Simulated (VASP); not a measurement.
Runs of VASP 6.6.1 on AlN. It takes space group P6_3mc (No. 186, hexagonal). Conventional cell: a = 3.113 Å, b = 3.113 Å, c = 4.981 Å, α = 90.00°, β = 90.00°, γ = 120.00°. Al (site symmetry 3m) has 4 N at 1.89 Å as nearest neighbours. N (site symmetry 3m) is surrounded by 4 Al at 1.89 Å. 

```csv
task,level,cell,k mesh,cutoff (eV),gap on the mesh (eV),pressure (GPa),relaxed volume (Å³/atom),largest force (eV/Å)
relaxation of cell and atoms,r2SCAN,relaxed,10 × 10 × 6,600,4.94,0.0,10.39,0.02
relaxation of cell and atoms,SCAN,relaxed,10 × 10 × 6,600,4.95,0.0,10.35,0.01
relaxation of the atoms,r2SCAN,"atoms relaxed from: atoms moved at random, drawn with an rms of 0.02 Å",7 × 7 × 5,520,4.87,-1.4,-,0.01
relaxation of cell and atoms,r2SCAN+rVV10,relaxed,10 × 10 × 6,600,(a),0.0,(b),-
```

Alike in all rows: potentials or basis VASP PAW PBE potentials, release 64 (Al, N); no spin polarisation; smearing gaussian 0.05 eV.

Task: Estimate the missing entries.

Result: (a) 4.92; (b) 10.36.

Caveats: the PAW data sets were made with another functional, which shifts forces and pressure a little.

A k mesh can miss the band edges.
